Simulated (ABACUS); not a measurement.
CoO:

```
Co O
1.0
     3.19765    0.00000    0.00000
    -1.59882    2.76924    0.00000
     0.00000    0.00000    5.22871
Co O
2 2
Direct
  0.33333 0.66667 0.50336
  0.00000 0.00000 0.00347
  0.33333 0.66667 0.87156
  0.00000 0.00000 0.37161
```

Measurements of this composition are mostly on another form, of space group No. 225.

* Program: ABACUS 3.10.1
* Task: single point
* Functional: PBE
* Potentials or basis: PseudoDojo NC SR 0.4.1 PBE standard
* Cutoff: 1320 eV
* Density cutoff: 5279 eV
* Basis: plane waves
* k mesh: 10 × 10 × 5
* Occupations: fermi-dirac, width 0.05 eV
* Spin: collinear spin, ferromagnetic start
* Starting moments: [2.0, 2.0, 0.0, 0.0] μB

On this cell: pressure 1.2 GPa; largest force 0.287 eV/Å; net moment 5.95 μB per cell; band gap on the k mesh none (metal or under the smearing width).

The same run follows on a disturbed copy (atoms moved at random, drawn with an rms of 0.05 Å):

```
Co O
1.0
     3.19765    0.00000    0.00000
    -1.59882    2.76924    0.00000
     0.00000    0.00000    5.22871
Co O
2 2
Direct
  0.33601 0.67748 0.49595
  0.01168 0.00692 0.00128
  0.34259 0.66310 0.86246
  0.98410 0.97670 0.37058
```

Question: What does the disturbed cell give?

Answer: The energy (extrapolated to zero smearing) moves by +8.9 meV/atom; pressure 1.3 GPa; largest force 0.533 eV/Å; net moment 5.94 μB per cell; band gap on the k mesh none (metal or under the smearing width).

Forces on the atoms (eV/Å):
```
Co  -0.064 -0.466 -0.162
Co   0.045 -0.126 -0.356
O   -0.054  0.103  0.520
O    0.072  0.489 -0.002
```

Stress tensor (GPa, compression positive):
```
 1.89  0.53 -0.01
 0.53 -1.38 -1.41
-0.01 -1.41  3.37
```

Caveats: semilocal functionals often make such compounds metallic where correlation or magnetic order opens a gap, which also shifts bond lengths.
